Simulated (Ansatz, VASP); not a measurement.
**Two plane-wave programs on HgTe2**

```
Hg Te
1.0
     3.05647    0.00000    0.00000
     0.00000    3.05647    0.00000
     0.00000    0.00000   36.63503
Hg Te
1 2
Cartesian
  0.0000 0.0000 10.0000
  0.0000 0.0000 13.2910
  0.0000 0.0000 6.7090
```

Change from the starting cell: species swapped into a sheet of the Te2Au type.

Alike in both runs: functional PBE; k mesh 14 × 14 × 1; occupations gaussian, width 0.1 eV; no spin polarisation.

Ansatz relaxed the structure, and its values are those at the end. VASP's run is a single point on that final structure, the one shown.

|  | VASP | Ansatz |
| --- | --- | --- |
| version | VASP 6.6.1 | Ansatz 0.2.0 |
| potentials or method | VASP PAW PBE potentials, release 64 (Hg, Te) | scalar-relativistic, plane waves, PAW |
| plane-wave cutoff (eV) | 520 | 420 |
| valence electrons in the cell | 24 | 52 |

|  | VASP | Ansatz | Ansatz less VASP |
| --- | --- | --- | --- |
| gap on the k mesh at the Fermi level (eV) | none | none | - |
| rms of the force components (eV/Å) | 0.003 | 0.000 | -0.0031 |

A gap of «none» marks a metal or a gap that the smearing closes. The two sets of potentials don't hold the same shells in valence.

Spin-orbit coupling is left out, which matters for the levels of Hg, Te.
